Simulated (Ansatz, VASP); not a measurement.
**P in VASP and in Ansatz**

File INCAR:

```
  ALGO = Normal
  EDIFF = 1E-7
  ENCUT = 520
  GGA = PE
  ISIF = 2
  ISMEAR = -1
  LASPH = T
  LCHARG = F
  LREAL = F
  LWAVE = F
  NBANDS = 14
  NELM = 80
  PREC = Accurate
  SIGMA = 0.05
```

File KPOINTS:

```
k-points
0
Gamma
  9 9 12
```

Contents of POSCAR:

```
P
1.0
    3.5259383816      0.0000000000      0.0000000000
   -1.7629691908      3.0535522106      0.0000000000
    0.0000000000      0.0000000000      2.0787792130
P
3
Direct
    0.0000000000      0.0000000000      0.0000000000
    0.3333333333      0.6666666667      0.5000000000
    0.6666666667      0.3333333333      0.5000000000
```

Input for Ansatz:

```yaml
crystal:
  lattice:
    - [3.5259383816, 0.0, 0.0]
    - [-1.7629691908, 3.0535522106, 0.0]
    - [0.0, 0.0, 2.078779213]
  atoms:
    - { symbol: P, position: [0.0, 0.0, 0.0] }
    - { symbol: P, position: [0.3333333333, 0.6666666667, 0.5] }
    - { symbol: P, position: [0.6666666667, 0.3333333333, 0.5] }
kpoints:
  mp_grid: { grid: [9, 9, 12] }
  band_path:
    path:
      - [0.0, 0.0, 0.0]
      - [0.5, 0.0, 0.0]
      - [0.3333333333, 0.3333333333, 0.0]
      - [0.0, 0.0, 0.0]
      - [0.0, 0.0, 0.5]
      - [0.5, 0.0, 0.5]
      - [0.3333333333, 0.3333333333, 0.5]
      - [0.0, 0.0, 0.5]
      - [0.5, 0.0, 0.5]
    npoints: 8
scf:
  occupations: { method: fermi_dirac, width: 0.05 }
hamiltonian:
  xc: pbe
  pseudopotentials: { kind: all_electron, lapw: { basis_error: 0.001 } }
output:
  forces: true
  stress: true
  eigenvalues: true
  populations: true
  dos: { projected: true, de: 0.2, e_range: [-14, 8] }
```

Change from the starting cell: volume scaled by 0.52, LAPW.

Alike in both runs: task single point; functional PBE; k mesh 9 × 9 × 12; occupations fermi-dirac, width 0.05 eV; no spin polarisation.

|  | VASP | Ansatz |
| --- | --- | --- |
| version | VASP 6.6.1 | Ansatz 0.2.0 |
| potentials or method | VASP PAW PBE potentials, release 64 (P) | all-electron LAPW, scalar-relativistic |
| plane-wave cutoff (eV) | 520 | see its input |

VASP gave:

```
pressure (GPa)                                  : 233.3
largest component of the traceless stress (GPa) : 0.01
```

**Question.** Estimate Ansatz's values.

**Answer.** Pressure (GPa): 237.3; largest component of the traceless stress (GPa): 0.08.

Ansatz ran all-electron here, so the differences hold the error of VASP's frozen core and of both bases.

Caveats: the cell as given lies far from equilibrium; so large a pressure means that the cell lies far from this level's equilibrium, or that cutoff or potentials fall short (VASP).
